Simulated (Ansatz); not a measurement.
## SiO2: field gradients at two levels of theory

Cell: a structure deposited in the COD, ions relaxed with PBE at fixed cell.

Space group P2_13 (No. 198); a = 7.1600 Å.

```csv
site,Wyckoff,site symmetry,x,y,z
Si1,4a,.3.,0.2807,0.2807,0.2807
Si5,4a,.3.,0.0206,0.0206,0.0206
O9,4a,.3.,0.1505,0.1505,0.1505
O13,12b,1,0.6398,0.6616,0.0434
```

One atom of each set is listed.

First run. Computed with Ansatz: DFT, PBE, plane waves and PAW, scalar-relativistic, 420 eV cutoff, Γ-centred 4×4×4 k-points, Fermi–Dirac smearing 0.02 eV.

```
site  V_zz (10²¹ V/m²)     η
 Si1              0.40  0.00
 Si5             -0.15  0.00
  O9             10.60  0.00
 O13              9.68  0.18
```

Second run. The same atoms and settings, except that the functional is PBEsol.

Task: Given the first result, estimate the second.

Result: 

```tsv
site	V_zz	η	change of V_zz
Si1	0.39	0.00	-0.01
Si5	-0.15	0.00	0.00
O9	10.44	0.00	-0.16
O13	9.53	0.17	-0.15
```

The largest change of V_zz is on O9, from 10.60 to 10.44. In per cent, |V_zz| changes by -1 on O (all sites that start above 0.5).

The database positions were far from equilibrium, so the relaxed structure may not be the compound's real one.
